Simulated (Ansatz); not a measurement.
## Molecular dynamics of H$_{4}$CN

Input file:

```yaml
accuracy: low
crystal:
  lattice:
    - [5.042021, 0.0, 0.0]
    - [0.0, 5.18837, 0.0]
    - [-2.590641, 0.0, 6.794892]
  atoms:
    - { symbol: H, position: [0.8702, 0.7232, 0.5052] }
    - { symbol: H, position: [0.1298, 0.2232, 0.9948] }
    - { symbol: H, position: [0.1298, 0.2768, 0.4948] }
    - { symbol: H, position: [0.8702, 0.7768, 0.0052] }
    - { symbol: H, position: [0.9595, 0.5829, 0.6877] }
    - { symbol: H, position: [0.0405, 0.0829, 0.8123] }
    - { symbol: H, position: [0.0405, 0.4171, 0.3123] }
    - { symbol: H, position: [0.9595, 0.9171, 0.1877] }
    - { symbol: H, position: [0.406, 0.7593, 0.5019] }
    - { symbol: H, position: [0.594, 0.2593, 0.9981] }
    - { symbol: H, position: [0.594, 0.2407, 0.4981] }
    - { symbol: H, position: [0.406, 0.7407, 0.0019] }
    - { symbol: H, position: [0.4988, 0.5771, 0.6882] }
    - { symbol: H, position: [0.5012, 0.0771, 0.8118] }
    - { symbol: H, position: [0.5012, 0.4229, 0.3118] }
    - { symbol: H, position: [0.4988, 0.9229, 0.1882] }
    - { symbol: C, position: [0.5352, 0.6194, 0.5681] }
    - { symbol: C, position: [0.4648, 0.1194, 0.9319] }
    - { symbol: C, position: [0.4648, 0.3806, 0.4319] }
    - { symbol: C, position: [0.5352, 0.8806, 0.0681] }
    - { symbol: "N", position: [0.8294, 0.7134, 0.624] }
    - { symbol: "N", position: [0.1706, 0.2134, 0.876] }
    - { symbol: "N", position: [0.1706, 0.2866, 0.376] }
    - { symbol: "N", position: [0.8294, 0.7866, 0.124] }
basis:
  ecutwfc: 420.0
kpoints:
  mp_grid: { grid: [2, 2, 1] }
hamiltonian:
  xc: lda
scf:
  occupations: { method: fermi_dirac, width: 0.002 }
  lower_state_search: "off"
md:
  timestep: 0.5
  n_steps: 200
  ensemble: nve
  temperature: 2400.0
  initial_velocities: maxwell_boltzmann
  seed: 84651
```

Command:

```bash
$ ansatz run input.yaml --threads 1 --pin off --max-ram 3072MiB --backend cpu --events-out ev --progress --plain --runs-dir out
```

It starts from an unrelaxed structure (largest force component 5.44 eV/Å).

Output, in part (step lines):

```
md step     0: t =     0.00 fs  T =  2400.0 K  F+E_penalty+E_count = -2717.43518364 eV  E_kin = 7.135152 eV  conserved = -2710.30003170 eV  (7 SCF iters)
md step     1: t =     0.50 fs  T =  2671.8 K  F+E_penalty+E_count = -2718.25343134 eV  E_kin = 7.943201 eV  conserved = -2710.31023005 eV  (8 SCF iters)
md step     2: t =     1.00 fs  T =  2947.2 K  F+E_penalty+E_count = -2719.08817581 eV  E_kin = 8.761828 eV  conserved = -2710.32634792 eV  (8 SCF iters)
md step     3: t =     1.50 fs  T =  3123.1 K  F+E_penalty+E_count = -2719.62406880 eV  E_kin = 9.284943 eV  conserved = -2710.33912538 eV  (9 SCF iters)
md step     4: t =     2.00 fs  T =  3116.9 K  F+E_penalty+E_count = -2719.60511059 eV  E_kin = 9.266413 eV  conserved = -2710.33869741 eV  (9 SCF iters)
md step     5: t =     2.50 fs  T =  2909.3 K  F+E_penalty+E_count = -2718.97533575 eV  E_kin = 8.649287 eV  conserved = -2710.32604911 eV  (6 SCF iters)
md step     6: t =     3.00 fs  T =  2544.9 K  F+E_penalty+E_count = -2717.87419491 eV  E_kin = 7.565928 eV  conserved = -2710.30826652 eV  (5 SCF iters)
md step     7: t =     3.50 fs  T =  2100.9 K  F+E_penalty+E_count = -2716.53757631 eV  E_kin = 6.246019 eV  conserved = -2710.29155689 eV  (4 SCF iters)
[... lines left out ...]
md step   200: t =   100.00 fs  T =  1687.5 K  F+E_penalty+E_count = -2715.30003656 eV  E_kin = 5.016997 eV  conserved = -2710.28303974 eV  (8 SCF iters)
```

The steps, from the saved trajectory:

```
time (fs)  T (K)  potential energy less start (eV)  conserved less start (meV/atom)
      0.0   2400                             0.000                             0.00
      3.0   2545                            -0.439                            -0.34
      6.0    850                             4.644                             1.49
      9.0   2448                            -0.174                            -1.27
     12.0   2220                             0.538                             0.17
     15.0   2101                             0.866                            -0.99
     18.0   1552                             2.537                             0.73
     21.0   1681                             2.159                             0.95
     24.0   1619                             2.341                             0.75
     27.0   2361                             0.102                            -0.63
     30.0   1572                             2.464                             0.07
     33.0   2167                             0.681                            -0.53
     36.0   1143                             3.757                             0.89
     39.0   2216                             0.515                            -1.29
     42.0   1701                             2.103                             1.06
     45.0   1604                             2.395                             1.17
     48.0   1531                             2.597                             0.57
     51.0   1865                             1.566                            -0.96
     54.0   1709                             2.048                            -0.32
     57.0   1599                             2.385                             0.15
     60.0   2045                             1.031                            -0.98
     63.0   1754                             1.927                             0.31
     66.0   1371                             3.073                             0.57
     69.0   1203                             3.577                             0.77
     72.0   2335                             0.167                            -1.14
     75.0   1905                             1.464                            -0.30
     78.0   1522                             2.626                             0.63
     81.0   1449                             2.842                             0.62
     84.0   2128                             0.801                            -0.28
     87.0   1704                             2.076                             0.32
     90.0   1349                             3.139                             0.56
     93.0   1573                             2.459                            -0.01
     96.0   2160                             0.703                            -0.43
     99.0   1791                             1.824                             0.56
```

All steps were run. The conserved energy stayed within 2.3 meV per atom of its start (net change 0.71 meV per atom), so there is no drift, though single steps change it by up to 50 meV in the whole system, a sign of fast motions only just resolved. A run of 0.1 ps of so small a system gives no equilibrium averages. The smearing is very narrow for this mesh. Limits of this set-up: coarse k mesh, low accuracy level.

Mean squared displacements from the first frame to the last, about the centre of mass: H 1.07 Å², C 0.33 Å², N 0.94 Å².

Last frame:

```xyz
24
Lattice="5.0420 0.0000 0.0000 0.0000 5.1884 0.0000 -2.5906 0.0000 6.7949" Properties=species:S:1:pos:R:3
H 3.288 3.773 2.998
H -2.149 2.093 6.473
H 0.497 0.906 4.348
H 3.053 3.676 -1.172
H 3.002 3.887 4.769
H -2.341 0.537 5.649
H -0.281 0.973 2.566
H 4.525 4.528 -0.187
H 0.593 3.618 2.956
H -0.227 1.862 7.221
H 2.468 1.385 3.575
H 1.798 4.298 0.791
H 0.997 2.830 4.486
H 0.126 0.947 5.671
H 1.999 1.518 1.979
H 3.094 4.969 1.558
C 1.390 2.970 3.608
C -0.519 1.152 6.695
C 1.724 1.708 3.032
C 2.550 5.051 0.536
N 2.593 3.828 3.748
N -1.913 1.172 6.664
N 0.495 0.723 3.222
N 3.460 4.201 -0.236
```

Run time: 4.2 min on 1 thread of Arm Neoverse V1, on a shared host, peak memory 0.38 GiB.
